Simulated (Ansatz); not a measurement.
## Lu in Ansatz: convergence with n extra bands

Input of the first run (n extra bands 1); the others differ in this setting and in those tied to it:

File input.yaml:

```yaml
crystal:
  lattice:
    - [3.5031, 0.0, 0.0]
    - [-1.75155, 3.033773592, 0.0]
    - [0.0, 0.0, 5.5509]
  atoms:
    - { symbol: Lu, position: [0.6666666667, 0.3333333333, 0.75] }
    - { symbol: Lu, position: [0.3333333333, 0.6666666667, 0.25] }
kpoints:
  mp_grid: { grid: [9, 9, 5] }
scf:
  occupations: { method: fermi_dirac, width: 0.05 }
  n_extra_bands: 1
hamiltonian:
  xc: lda
  pseudopotentials: { kind: all_electron, lapw: { basis_error: 0.001 } }
output:
  forces: true
  stress: true
  eigenvalues: true
```

Potentials or basis: all-electron LAPW, scalar-relativistic.

The run is started by

```console
$ ansatz run input.yaml --threads 1 --pin off --max-ram 3072MiB --backend cpu --events-out ev --progress --plain --runs-dir out
```

Hardware: 1 thread of Intel(R) Xeon(R) Processor @ 2.50GHz (Skylake/Cascade Lake) (shared host).

| n extra bands | energy less the tightest run, at zero smearing (meV/atom) | SCF cycles | CPU time (s) | peak memory (GiB) |
| --- | --- | --- | --- | --- |
| 1 | 0.00 | 9 | 22 | 0.33 |
| 2 | 0.00 | 9 | 21 | 0.33 |
| 4 | 0.00 | 9 | 19 | 0.33 |
| 8 | 0.00 | 9 | 23 | 0.34 |
| 16 | 0.00 | 9 | 25 | 0.35 |
| 32 | 0.00 | 9 | 37 | 0.39 |

Against the tightest run, the energy stays within 1 meV/atom from 1 on. The tightest run that finished is the yardstick and may itself not be fully converged.

The run has no spin-orbit coupling, so splittings on Lu are missing.
